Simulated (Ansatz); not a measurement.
# InSe (rock salt): the cost of one run

Method: DFT r2SCAN, scalar-relativistic, plane waves, PAW, in Ansatz 0.2.0.

## 1. The system as given

The structure is cubic, space group Fm-3m (No. 225). The conventional cell has a = 5.867 Å, b = 5.867 Å, c = 5.867 Å, α = 90.00°, β = 90.00°, γ = 90.00°. Around In (site symmetry m-3m) lie 6 Se at 2.93 Å. Around Se (site symmetry m-3m) lie 6 In at 2.93 Å.

As a file:

```cif
data_structure
_symmetry_space_group_name_H-M 'P 1'
_symmetry_Int_Tables_number 1
_cell_length_a 4.1486
_cell_length_b 4.1486
_cell_length_c 4.1486
_cell_angle_alpha 60.000
_cell_angle_beta 60.000
_cell_angle_gamma 60.000
_cell_volume 50.49
loop_
_atom_site_label
_atom_site_type_symbol
_atom_site_fract_x
_atom_site_fract_y
_atom_site_fract_z
_atom_site_occupancy
In1 In 0.00000 0.00000 0.00000 1
Se1 Se 0.50000 0.50000 0.50000 1
```

## 2. Volume × 1.15

File input.yaml:

```yaml
crystal:
  lattice:
    - [0.0, 2.9335307489, 2.9335307489]
    - [2.9335307489, 0.0, 2.9335307489]
    - [2.9335307489, 2.9335307489, 0.0]
  atoms:
    - { symbol: In, position: [0.0, 0.0, 0.0] }
    - { symbol: Se, position: [0.5, 0.5, 0.5] }
scf:
  occupations: { method: gaussian, width: 0.1 }
output:
  forces: true
  stress: true
  eigenvalues: true
  write_density: true
  write_potential: true
  elf: true
  volumetric_format: npy
hamiltonian:
  xc: r2scan
basis:
  ecutwfc: 450
kpoints:
  mp_grid: { grid: [20, 20, 20] }
```

Command:

```bash
$ ansatz run input.yaml --threads 1 --pin off --max-ram 2867MiB --backend cpu --events-out ev --progress --plain --runs-dir out
```

**Question.** How long does this run take on 1 thread of Intel Xeon at 2.30GHz, shared host, and how much memory does it need?

About 23 s, with a peak of 0.67 GiB.
